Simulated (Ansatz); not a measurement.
Crystal: TiTe.

```
Ti Te
1.0
     0.00000    3.05007    3.05007
     3.05007    0.00000    3.05007
     3.05007    3.05007    0.00000
Ti Te
1 1
Direct
  0.50000 0.50000 0.50000
  0.00000 0.00000 0.00000
```

The cell comes from a database or a generator and needn't be the stable form of this composition.

| Property | Result |
| --- | --- |
| Program | Ansatz 0.2.0 |
| Task | relaxation of cell and atoms |
| Functional | BLYP |
| Potentials or basis | Ansatz PAW |
| Cutoff | 420 eV (not typed: the program's choice for these potentials) |
| k mesh | 8 × 8 × 8 |
| Occupations | fermi-dirac, width 0.05 eV |
| Spin | no spin polarisation |

At the start: volume 28.37 Å³/atom.

Problem. How do energy, volume and symmetry change on relaxing?

Solution. It ends after 5 steps and the volume is 24.14 Å³/atom (-14.9 %); space group Fm-3m (No. 225, to 0.05 Å).

Step by step:
| step | energy change (eV) | largest force (eV/Å) | volume (Å³) |
| --- | --- | --- | --- |
| 1 | 0.0000 | 0.0000 | 56.75 |
| 2 | -0.2221 | 0.0000 | 48.85 |
| 3 | -0.2234 | 0.0000 | 48.08 |
| 4 | -0.2235 | 0.0000 | 48.28 |
| 5 | -0.2224 | 0.0000 | 48.28 |

Final structure:
```cif
data_structure
_symmetry_space_group_name_H-M 'P 1'
_symmetry_Int_Tables_number 1
_cell_length_a 4.0873
_cell_length_b 4.0873
_cell_length_c 4.0873
_cell_angle_alpha 60.000
_cell_angle_beta 60.000
_cell_angle_gamma 60.000
_cell_volume 48.28
loop_
_atom_site_label
_atom_site_type_symbol
_atom_site_fract_x
_atom_site_fract_y
_atom_site_fract_z
_atom_site_occupancy
Ti1 Ti 0.50000 0.50000 0.50000 1
Te1 Te 0.00000 0.00000 0.00000 1
```

Caveat: the plane-wave basis is chosen anew once the cell has moved, so the energies of steps on either side of that aren't comparable; the PAW data sets come from PBE, with cores solved anew for the run's functional, which leaves a small shift of forces and pressure.
